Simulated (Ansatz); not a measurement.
# 2H-MoTe2 bilayer (2H stacking) in a perpendicular field, part 2 of 2

Wanted: the out-of-plane response of the 2H-MoTe2 bilayer (2H stacking). A positive field points along +c.

Ansatz 0.2.0; plane-wave DFT, PBE-D3(BJ), Ansatz PAW.

So far. Step 5 (Single point, field -0.1 V/Å): The dipole is -0.0742 e·Å, and the gap 0.828 eV. Step 6 (Atoms held, field 0.2 V/Å): The dipole is 0.148 e·Å, and the gap 0.822 eV.

## Step 7: Single point, field 0.3 V/Å

File input.yaml:

```yaml
crystal:
  lattice:
    - [3.5003073275, 0.0, 0.0]
    - [-1.7501536638, 3.0313550667, 0.0]
    - [0.0, 0.0, 28.4849415547]
  atoms:
    - { symbol: Te, position: [0.3333333333, 0.6666666667, 0.3159564145] }
    - { symbol: Mo, position: [0.0, 0.0, 0.3797222732] }
    - { symbol: Te, position: [0.3333333333, 0.6666666667, 0.4435520994] }
    - { symbol: Te, position: [0.0, 0.0, 0.5564479006] }
    - { symbol: Mo, position: [0.3333333333, 0.6666666667, 0.6202777268] }
    - { symbol: Te, position: [0.0, 0.0, 0.6840435855] }
kpoints:
  mp_grid: { grid: [18, 18, 1] }
  band_path:
    path: [[0, 0, 0], [0.5, 0, 0], [0.33333333, 0.33333333, 0], [0, 0, 0]]
    npoints: 16
hamiltonian:
  xc: pbe
  dispersion: d3bj
scf:
  occupations: { method: fermi_dirac, width: 0.02585 }
  convergence: { dr2_threshold: 1.0e-10 }
efield:
  axis: 3
  dipole_correction: true
  ramp_position: 0.9652
  ramp_width: 0.0696
  amplitude: 0.3
output:
  write_potential: true
  write_density: true
  volumetric_format: npy
```

The run is started by

```sh
> ansatz run input.yaml --threads 4 --pin off --max-ram 8192MiB --backend cpu --events-out ev --progress --plain --runs-dir out
```

Run time: 63 s. Hardware: 4 threads of Intel Xeon at 2.50GHz (Skylake/Cascade Lake), shared host; peak memory 1.1 GiB; 4 min of CPU time.

The dipole is 0.223 e·Å, and the gap 0.813 eV.

## Step 8: Response, atoms held

This step: plane-wave DFT, PBE-D3(BJ), Ansatz PAW; response to a field along the normal, atoms held (Ansatz 0.2.0).

The dipoles give the slope, and the difference of two potentials shows where the field is screened.

This step gave:

* equivalent conductor thickness p/(ε₀AE): 12.65 Å
* distance between the outer atoms: 10.48 Å

The dipole of the cell by applied field:

```
applied field (V/Å)  dipole of the cell (e·Å)
             -0.100                   -0.0742
              0.000                    1.8e-6
              0.100                    0.0742
              0.200                     0.148
              0.300                     0.223
```

Local field over the applied field, running mean. From the potentials at -0.1 and 0.1 V/Å; running mean over 2.8 Å. The local field over applied field by z:

```
z (Å)  local field over applied field
  4.5                           0.995
  5.0                           0.988
  5.5                           0.968
  6.0                           0.922
  6.5                           0.831
  7.0                           0.694
  7.5                           0.538
  8.0                           0.378
  8.5                           0.229
  9.0                           0.117
  9.5                          0.0591
 10.0                          0.0372
 10.5                          0.0273
 11.0                          0.0255
 11.5                          0.0311
 12.0                          0.0411
 12.5                          0.0639
 13.0                           0.102
 13.5                           0.136
 14.0                           0.154
 14.5                           0.154
 15.0                           0.136
 15.5                           0.100
 16.0                          0.0629
 16.5                          0.0408
 17.0                          0.0308
 17.5                          0.0254
 18.0                          0.0274
 18.5                          0.0377
 19.0                          0.0602
 19.5                           0.120
 20.0                           0.233
 20.5                           0.383
 21.0                           0.543
 21.5                           0.699
 22.0                           0.835
 22.5                           0.924
 23.0                           0.969
 23.5                           0.988
 24.0                           0.996
```

Electrons, planar mean, per unit field. The induced electron density by z:

```
z (Å)  induced electron density (e/Å³ per V/Å)
  4.5                                   1.7e-5
  5.0                                   4.8e-5
  5.5                                   1.3e-4
  6.0                                   3.4e-4
  6.5                                   8.2e-4
  7.0                                  0.00182
  7.5                                  0.00313
  8.0                                  0.00291
  8.5                                   8.7e-4
  9.0                                   6.7e-4
  9.5                                   3.2e-4
 10.0                                  -4.2e-4
 10.5                                  -2.1e-4
 11.0                                   2.5e-4
 11.5                                   2.8e-4
 12.0                                  -8.3e-5
 12.5                                  -3.5e-4
 13.0                                  -6.4e-4
 13.5                                 -0.00100
 14.0                                  -6.6e-4
 14.5                                   7.0e-4
 15.0                                   9.8e-4
 15.5                                   6.5e-4
 16.0                                   3.3e-4
 16.5                                   6.8e-5
 17.0                                  -2.7e-4
 17.5                                  -2.6e-4
 18.0                                   2.2e-4
 18.5                                   4.0e-4
 19.0                                  -3.2e-4
 19.5                                  -6.9e-4
 20.0                                  -8.9e-4
 20.5                                 -0.00296
 21.0                                 -0.00310
 21.5                                 -0.00178
 22.0                                  -8.0e-4
 22.5                                  -3.3e-4
 23.0                                  -1.3e-4
 23.5                                  -4.6e-5
 24.0                                  -1.6e-5
```

The smaller of the gaps on the path and on the k-mesh, counted as 0 under 0.03 eV. Table of gap by applied field:

```
applied field (V/Å)  gap (eV)
             -0.100     0.828
              0.000     0.830
              0.100     0.828
              0.200     0.822
              0.300     0.813
```

By hand: between -0.1 and 0.1 V/Å the dipole changes by 0.1484 e·Å, a slope of 0.7418 e·Å²/V. A perfect conductor of thickness t has p = ε₀AEt, so t = 180.95 × 0.7418 / 10.611 = 12.65 Å (e/ε₀ = 180.95 V·Å, A in Å²).

The induced dipole is that of a conductor 12.65 Å thick.

## Step 9: What came out

| Item | Value |
| --- | --- |
| gap without field | 0.830 eV |
| ionisation energy, upper face | 4.67 eV |
| electron affinity, upper face | 3.84 eV |
| equivalent conductor thickness, atoms held | 12.7 Å |

The induced dipole equals that of a perfect conductor 12.65 Å thick, while the outer atoms lie 10.48 Å apart; an out-of-plane ε follows only once a thickness t is chosen, by 1 − 1/ε = 12.65 Å / t. The gap goes from 0.83 eV to 0.81 eV at 0.3 V/Å. Semilocal functionals give gaps that are too small, and excitons are not included. Spin-orbit coupling is left out, which matters for the bands of elements this heavy.

[Logs are printed without paths, hosts, clocks, repeated set-up lines and the standing remarks that a program may print on its own settings, such as how far it seeks lower states.]

[Hosts, paths, dates, database ids (printed as entryN), source tags and the programs' standing remarks are cut or masked in the printed files.]

[Maps of the electrostatic potential energy from Ansatz leave out the sawtooth potential of an applied field or a dipole correction, so their vacuum need not be flat; planar profiles and work functions include it.]
